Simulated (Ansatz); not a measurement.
(101) slab of 8 planes, 7.0 Å thick with 15 Å of vacuum as cut, in a 1×2 surface cell; outer planes C (top) and C (bottom), cut from C, relaxed from the bulk's places with the lower part held:

```xyz
16
Lattice="2.4589 0.0000 0.0000 -2.4589 7.3349 0.0000 0.0000 0.0000 21.9639" Properties=species:S:1:pos:R:3 pbc="T T T"
C     1.2295    2.1769    7.5000
C     0.0000    5.8444    7.5000
C     0.0000    2.3149    8.1963
C    -1.2295    5.9823    8.1963
C     0.0000    2.5891    9.5892
C    -1.2295    6.2565    9.5892
C     1.2295    2.7309   10.2798
C     0.0000    6.3984   10.2798
C     1.2295    3.0265   11.6827
C     0.0000    6.6939   11.6827
C     0.0000    3.1760   12.3632
C    -1.2295    6.8434   12.3632
C     0.0000    3.4988   13.7972
C    -1.2295    7.1663   13.7972
C     1.2295    3.6414   14.4024
C     0.0000    7.3089   14.4024
```

Theory: DFT PBEsol, scalar-relativistic, plane waves, PAW in Ansatz. Cutoff 420 eV; k points 15×5×1 on the computed 16-atom cell (Γ-centred); Gaussian smearing, width 0.05 eV; no spin polarisation. The cell repeats along c with a dipole correction in the vacuum.

Task: Its upper atoms are moved at random (σ = 0.25 Å) and relaxed again, 2 time(s). Does the surface find a lower structure?

Result: Yes: the energy falls by 2.63 eV a cell (2.33 J/m² of the upper face), and the slab's gap goes from none (metal or semimetal) to none (metal or semimetal). Lower structure:

```
CELL_PARAMETERS angstrom
2.45891 0.00000 0.00000
-2.45891 7.33490 0.00000
0.00000 0.00000 21.96393
ATOMIC_POSITIONS crystal
C 0.79679 0.29679 0.34147
C 0.79679 0.79679 0.34147
C 0.31560 0.31560 0.37317
C 0.31560 0.81560 0.37317
C 0.35298 0.35298 0.43659
C 0.35298 0.85298 0.43659
C 0.83698 0.35732 0.46928
C 0.90116 0.88069 0.46800
C 0.77349 0.36874 0.53386
C 0.01345 0.91721 0.53154
C 0.27087 0.38624 0.56628
C 0.53178 0.91501 0.56455
C 0.29026 0.47733 0.62362
C 0.52904 0.83788 0.62421
C 0.85250 0.56034 0.64206
C 0.96696 0.75518 0.64294
```

Cost: 3 runs of about 82 core-minutes in all, on Arm Neoverse V1 (shared hosts).